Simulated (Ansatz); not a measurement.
# C under changes of volume

One of the cells (5.672 Å³/atom); the others are scaled copies at fixed shape and fractional positions:

```
C
1.0
     0.00000    1.78337    1.78337
     1.78337    0.00000    1.78337
     1.78337    1.78337    0.00000
C
2
Cartesian
  2.6751 2.6751 2.6751
  1.7834 1.7834 1.7834
```

This isn't the form of C at room conditions, which is graphite.

```yaml
Program: Ansatz 0.2.0
Functional: PBE
Potentials_or_basis: Ansatz PAW earlier set
Cutoff: "820 eV (not typed: the program's choice for these potentials)"
k_mesh: 13 × 13 × 13
Occupations: fermi-dirac, width 0.05 eV
Spin: no spin polarisation
```

| volume (Å³/atom) | energy over the lowest point (meV/atom) | pressure (GPa) | gap on the mesh (eV) |
| --- | --- | --- | --- |
| 5.332 | ? | ? | ? |
| 5.445 | 15.76 | 21.1 | 4.24 |
| 5.558 | 4.46 | 11.0 | 4.19 |
| 5.672 | 0.00 | 1.8 | 4.15 |
| 5.785 | 1.78 | -6.7 | 4.10 |
| 5.899 | 9.25 | -14.3 | 4.06 |
| 6.012 | 21.88 | -21.3 | 4.02 |

**Question.** What does the run at 5.332 Å³/atom give?

**Answer.** Energy over the lowest point 34.60 meV/atom; pressure 32.3 GPa; gap on the mesh 4.28 eV.

Worked out: A Birch-Murnaghan fit of order 3 (a polynomial in V^(-2/3)) to the other rows has its minimum at 5.69 Å³/atom with B0 = V·E''(V) = 434 GPa and B' = 3.7. It gives 34.51 meV/atom at 5.332 Å³/atom, against the run's 34.60, and -dE/dV = 32.2 GPa, against 32.3. A straight line through the other rows of the gap, of slope -2.22 eV per unit of ln V, extrapolates to 4.28 eV, against the run's 4.28.

Energies are extrapolated to zero smearing.

Caveats: odd divisions of the mesh miss points on the zone boundary, where band edges often lie, so the gap on the mesh can be too wide.

A mesh can miss the band edges.
